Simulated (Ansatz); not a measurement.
Al:

```
Al
1.0
     0.00000    2.02481    2.02481
     2.02481    0.00000    2.02481
     2.02481    2.02481    0.00000
Al
1
Direct
  0.00000 0.00000 0.00000
```

| Property | Result |
| --- | --- |
| Program | Ansatz 0.2.0 |
| Task | relaxation of cell and atoms |
| Functional | BLYP |
| Dispersion | D3(BJ) |
| Potentials or basis | Ansatz PAW |
| Cutoff | 420 eV (not typed: the program's choice for these potentials) |
| k mesh | 11 × 11 × 11 |
| Occupations | fermi-dirac, width 0.05 eV |
| Spin | no spin polarisation |

At the start: volume 16.60 Å³/atom.

Question: Where does the relaxation end?

Answer: It ends after 6 steps and the volume is 15.50 Å³/atom (-6.6 %); space group Fm-3m (No. 225, to 0.05 Å).

The path:
```
step  energy change (eV)  largest force (eV/Å)  volume (Å³)
   1              0.0000                0.0000        16.60
   2             -0.0177                0.0000        15.47
   3             -0.0177                0.0000        15.52
   4             -0.0172                0.0000        15.52
   5             -0.0173                0.0000        15.50
   6             -0.0172                0.0000        15.50
```

Final structure:
```
CELL_PARAMETERS angstrom
0.00000 1.97909 1.97909
1.97909 0.00000 1.97909
1.97909 1.97909 0.00000
ATOMIC_POSITIONS crystal
Al 0.00000 0.00000 0.00000
```

The cell as given is a measured one (16.60 Å³/atom); BLYP+D3(BJ) puts the equilibrium volume -6.6 % from it, thermal expansion not counted.

Caveat: the plane-wave basis is chosen anew once the cell has moved, so the energies of steps on either side of that aren't comparable; pairwise dispersion overbinds metals, which lowers pressure and volume; the PAW data sets come from PBE, with cores solved anew for the run's functional, which leaves a small shift of forces and pressure.
